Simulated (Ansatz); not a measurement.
## SiNi (Pmmn) under several functionals

Plane-wave DFT in Ansatz with scalar-relativistic PAW potentials. The same structure was relaxed (cell and atoms, symmetry kept) in separate runs at each level. No spin polarisation.

| level | cutoff (eV) | k mesh | V (Å³/atom) | a (Å) | b (Å) | c (Å) |
| --- | --- | --- | --- | --- | --- | --- |
| PBE+D3(BJ) | 420 | 14×12×10 | 11.270 | 2.977 | 3.237 | 4.677 |
| r2SCAN | 500 | 14×12×10 | 11.328 | 2.986 | 3.251 | 4.668 |
| PBE | 420 | 14×12×10 | 11.721 | 3.055 | 3.258 | 4.709 |

Problem. Where does PBEsol (420 eV, k mesh 14×12×10) fall?

Solution. V (Å³/atom) 11.315, a (Å) 2.994, b (Å) 3.235, c (Å) 4.673. Its volume is between those of PBE+D3(BJ) and r2SCAN. The usual order of volumes, PBEsol < PBE, holds here (11.315, 11.721 Å³/atom). As a rule PBEsol, built on the gradient expansion of slowly varying densities, lies between LDA and PBE; PBE's stronger gradient term for exchange weakens bonds. Adding D3 to PBE changes the volume by -3.8 %; the term is attractive, so it pulls cells in. In metals the pairwise form ignores screening by the conduction electrons and often pulls in too far. r2SCAN lies 3.3 % under PBE in volume.

This form isn't the usual stable structure of the compound.